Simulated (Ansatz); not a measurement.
Input and command of a plane-wave DFT calculation in Ansatz:

```yaml
crystal:
  lattice:
    - [0.0, 2.694, 2.694]
    - [2.694, 0.0, 2.694]
    - [2.694, 2.694, 0.0]
  atoms:
    - { symbol: Cd, position: [0.0, 0.0, 0.0] }
    - { symbol: F, position: [0.25, 0.25, 0.25] }
    - { symbol: F, position: [0.8427988122, 0.6572011878, 0.8427988122] }
basis:
  ecutwfc: 330
kpoints:
  mp_grid: { grid: [6, 6, 6] }
hamiltonian:
  xc: pbesol
  hubbard: { sites: [{ species: Cd, l: d, u_eff: 2.9 }], projectors: atomic }
scf:
  occupations: { method: gaussian, width: 0.1 }
output:
  forces: true
  stress: true
  eigenvalues: true
  populations: true
```

```bash
ansatz run input.yaml --threads 1 --pin off --max-ram 1331MiB --backend cpu --events-out ev --progress --plain --runs-dir out
```

Processor: Arm Neoverse N1, 1 thread, on a host shared with other jobs.

Task: Estimate time, memory and problem size.

Result: About 6.5 s on 1 thread of Arm Neoverse N1, on a shared host, peak memory 0.29 GiB. It solves 21 bands at 46 k points (the mesh reduced by the symmetry that the task leaves, which can be less than the crystal's) with about 531 plane waves, in 9 SCF iterations.
